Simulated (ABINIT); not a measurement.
Crystal: Rh.

```xyz
1
Lattice="0.0000 1.8979 1.8979 1.8979 0.0000 1.8979 1.8979 1.8979 0.0000" Properties=species:S:1:pos:R:3 pbc="T T T"
Rh    0.0000    0.0000    0.0000
```

Program: ABINIT 10.8.3 (patched build). Alike in all runs: no spin polarisation; cell as given; smearing fermi-dirac 0.05 eV. Hardware: 1 thread of Arm Neoverse V1, on a shared host.

Order these runs on this cell by their wall time, lowest first.
A. task single point; level LDA; potentials or basis JTH PAW LDA v2.0; k mesh 7 × 7 × 7; cutoff (eV) 544; fine-grid cutoff 1088.46 eV; mesh quality coarse
B. task single point; level r2SCAN; potentials or basis JTH PAW PBE v2.0; k mesh 16 × 16 × 16; cutoff (eV) 653; fine-grid cutoff 1251.72 eV; mesh quality not flagged
C. task band structure; level WC; potentials or basis JTH PAW PBE v2.0; k mesh 12 × 12 × 12; cutoff (eV) 544; fine-grid cutoff 1088.46 eV; mesh quality not flagged
D. task single point; level r2SCAN; potentials or basis JTH PAW PBE v2.0; k mesh 10 × 10 × 10; cutoff (eV) 653; fine-grid cutoff 1251.72 eV; mesh quality not flagged

A (5.5 s), C (28 s), D (57 s), B (190 s).

Caveats: some runs use coarse meshes.
